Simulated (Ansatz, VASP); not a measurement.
## SnO: VASP beside Ansatz

```
Sn O
1.0
     3.40097    0.00000    0.00000
     0.00000    5.75184    0.00000
     0.00000    0.00000    4.10862
Sn O
2 2
Direct
  0.00000 0.23191 0.51314
  0.50000 0.76809 0.01314
  0.00000 0.89125 0.73686
  0.50000 0.10875 0.23686
```

Alike in both runs: task single point; functional PBE; dispersion D3(BJ); k mesh 10 × 6 × 8; occupations gaussian, width 0.05 eV; no spin polarisation.

|  | VASP | Ansatz |
| --- | --- | --- |
| version | VASP 6.6.1 | Ansatz 0.2.0 |
| potentials or method | VASP PAW PBE potentials, release 64 (Sn_d, O) | scalar-relativistic, plane waves, PAW |
| plane-wave cutoff (eV) | 520 | 420 |
| valence electrons in the cell | 40 | 40 |

```csv
,VASP,Ansatz,Ansatz less VASP
gap on the k mesh at the Fermi level (eV),1.37,1.38,+0.011
least direct gap on the mesh (eV),2.12,2.13,+0.013
pressure (GPa),-1.7,-1.9,-0.20
largest component of the traceless stress (GPa),0.54,0.62,+0.082
rms of the force components (eV/Å),0.079,0.101,+0.0218
```

Atom by atom the forces differ by 0.034 eV/Å (rms over components).

Caveats: spin-orbit coupling is left out, which moves the levels of the heavy elements. A k mesh can miss the band edges.
